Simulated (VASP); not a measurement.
# C: nudged elastic band

C, defect, 15 atoms in the cell. PBE, nudged elastic band; PAW potentials C (PBE set).

Path: a C atom hops into a neighbouring C vacancy; Moving images: 1.

## Input

INCAR.step1:
```
PREC = Normal
ENCUT = 400
EDIFF = 1E-6
ISMEAR = 1
SIGMA = 0.1
LREAL = False
LASPH = True
NELM = 100
ALGO = Normal
LWAVE = False
LCHARG = False
IBRION = 2
NSW = 100
ISIF = 2
EDIFFG = -0.02
POTIM = 0.5
KPAR = 8
```

INCAR.step3, as INCAR.step1 but for:
```
- IBRION = 2
- ISIF = 2
- EDIFFG = -0.02
- POTIM = 0.5
+ IBRION = 1
+ POTIM = 0.3
+ EDIFFG = -0.05
+ SPRING = -5
+ IMAGES = 1
```

KPOINTS:
```
k-points
0
Gamma
  8 8 8
```

00/POSCAR:
```
C
1.0
   -3.7831500000      2.1842026709      4.1186000000
    3.7831500000     -2.1842026709      4.1186000000
    1.2610500000      2.1842026709     -4.1186000000
C
15
Direct
    0.1316315290      0.2952952807      0.5000000000
    0.1331920666      0.8015149756      0.0028284056
    0.6303636610      0.2986865700      0.9971715944
    0.5517196125      0.3888024218      0.5000000000
    0.0520754324      0.8817269700      0.5000000000
    0.0567259866      0.3895605103      0.0093521172
    0.5473738694      0.8802083931      0.9906478828
    0.4471027442      0.6124742608      0.5000000000
    0.9425411055      0.1089833018      0.5000000000
    0.9468659542      0.6142797856      0.9975963745
    0.4492695797      0.1166834111      0.0024036255
    0.3641885523      0.1975389950      0.5000000000
    0.8926531597      0.6827938212      0.5000000000
    0.8937556204      0.2489995650      0.0686311602
    0.3251244602      0.6803684049      0.9313688398
```

01/POSCAR:
```
C
1.0
   -3.7831500000      2.1842026709      4.1186000000
    3.7831500000     -2.1842026709      4.1186000000
    1.2610500000      2.1842026709     -4.1186000000
C
15
Direct
    0.1302071774      0.2951570781      0.5003028894
    0.1273703446      0.7950740831      0.0007033208
    0.6266686625      0.2943695476      0.9992963304
    0.5532897438      0.3661597677      0.5000030247
    0.0460112225      0.8774369437      0.4999971764
    0.0228200494      0.3668091057     -0.0294665291
    0.5522992422      0.8962807451      1.0294764101
    0.5343916908      0.7024831903      0.4993747483
    0.9426456113      0.1075956720      0.5003028960
    0.9431292561      0.6108330190      1.0007033416
    0.4424267805      0.1101276899     -0.0007036903
    0.3600603087      0.1914859179      0.4999971764
    0.8713432237      0.6842133547      0.5000030247
    0.8706958971      0.2146773864      0.0294768843
    0.3412241231      0.6852131656      0.9705329964
```

02/POSCAR:
```
C
1.0
   -3.7831500000      2.1842026709      4.1186000000
    3.7831500000     -2.1842026709      4.1186000000
    1.2610500000      2.1842026709     -4.1186000000
C
15
Direct
    0.1285166232      0.2949587750      0.5000000000
    0.1208166541      0.7882304384     -0.0024035521
    0.6232202061      0.2906339905      1.0024035521
    0.5547063162      0.3448467456      0.5000000000
    0.0399609701      0.8733115342      0.5000000000
   -0.0114992542      0.3437447179     -0.0686304715
    0.5571312173      0.9123751894      1.0686304715
    0.6250258552      0.7903974124      0.5000000000
    0.9422044331      0.1058684584      0.5000000000
    0.9388135196      0.6071364318      1.0028285168
    0.4359850028      0.1043079150     -0.0028285168
    0.3557730941      0.1854245343      0.5000000000
    0.8486976097      0.6857803953      0.5000000000
    0.8479396298      0.1807741510     -0.0093518267
    0.3572914565      0.6901259777      1.0093518267
```

POSCAR.step1:
```
C
1.0
   -3.7831500000      2.1842026709      4.1186000000
    3.7831500000     -2.1842026709      4.1186000000
    1.2610500000      2.1842026709     -4.1186000000
C
15
Direct
    0.1354166667      0.3020833334      0.5000000000
    0.1354166667      0.8020833334      0.0000000000
    0.6354166667      0.3020833334      0.0000000000
    0.5520833334      0.3854166666      0.5000000000
    0.0520833334      0.8854166667      0.5000000000
    0.0520833334      0.3854166666      0.0000000000
    0.5520833334      0.8854166666      0.0000000000
    0.4479166667      0.6145833334      0.5000000000
    0.9479166666      0.1145833334      0.5000000000
    0.9479166666      0.6145833334      0.0000000000
    0.4479166666      0.1145833334      0.0000000000
    0.3645833334      0.1979166666      0.5000000000
    0.8645833334      0.6979166667      0.5000000000
    0.8645833334      0.1979166667      0.0000000000
    0.3645833334      0.6979166667      0.0000000000
```

POSCAR.step2:
```
C
1.0
   -3.7831500000      2.1842026709      4.1186000000
    3.7831500000     -2.1842026709      4.1186000000
    1.2610500000      2.1842026709     -4.1186000000
C
15
Direct
    0.1354166667      0.3020833334      0.5000000000
    0.1354166667      0.8020833334      0.0000000000
    0.6354166667      0.3020833334      0.0000000000
    0.5520833334      0.3854166666      0.5000000000
    0.0520833334      0.8854166667      0.5000000000
    0.0520833334      0.3854166666      0.0000000000
    0.5520833334      0.8854166666      0.0000000000
    0.6354166667      0.8020833334      0.5000000000
    0.9479166666      0.1145833334      0.5000000000
    0.9479166666      0.6145833334      0.0000000000
    0.4479166666      0.1145833334      0.0000000000
    0.3645833334      0.1979166666      0.5000000000
    0.8645833334      0.6979166667      0.5000000000
    0.8645833334      0.1979166667      0.0000000000
    0.3645833334      0.6979166667      0.0000000000
```

Commands (each step's output is kept before the next begins):
```
cat potpaw_PBE.64/C/POTCAR > POTCAR
cp INCAR.step1 INCAR
cp POSCAR.step1 POSCAR
mpirun -np 8 vasp_std > vasp.out
cp POSCAR.step2 POSCAR
mpirun -np 8 vasp_std > vasp.out
# 00 and 02 hold the relaxed ends, the second shifted as a whole so that the mean position stays; the images between are interpolated (pair-distance (IDPP))
cp INCAR.step3 INCAR
mpirun -np 8 vasp_std > vasp.out
```

## Result

- Barrier (eV): 3.680
- Barrier of the reverse step (eV): 3.680
- Energy of the second end over the first (eV): 0.000
- Top of the path (share of its length): 0.50
- Length of the path (Å): 1.70
- Steps of the band: 8
- Ionic steps, all stages: 44
- Electronic steps, all stages: 285

Energy along the relaxed band:

| Image | Distance along the path (Å) | Energy above the first end (eV) | Slope along the path (eV/Å) | Largest force across the path (eV/Å) |
|---|---|---|---|---|
| 0 | 0.000 | 0.000 | relaxed end |  |
| 1 | 0.849 | 3.680 | -0.000 | 0.030 |
| 2 | 1.697 | 0.000 | relaxed end |  |

The cell is C (16 atoms) with one C atom missing.

The two ends have the same energy within 0.01 eV.

Limits: the cell holds 15 atoms, so the vacancy or interstitial meets its own images and the barrier isn't that of a lone defect; a single image in the middle can't show two humps with a dip between them, and says nothing of the springs.

VASP 6.6.1 took 550 s on 8 cores (Intel Xeon 6975P-C (Granite Rapids)), a shared host.
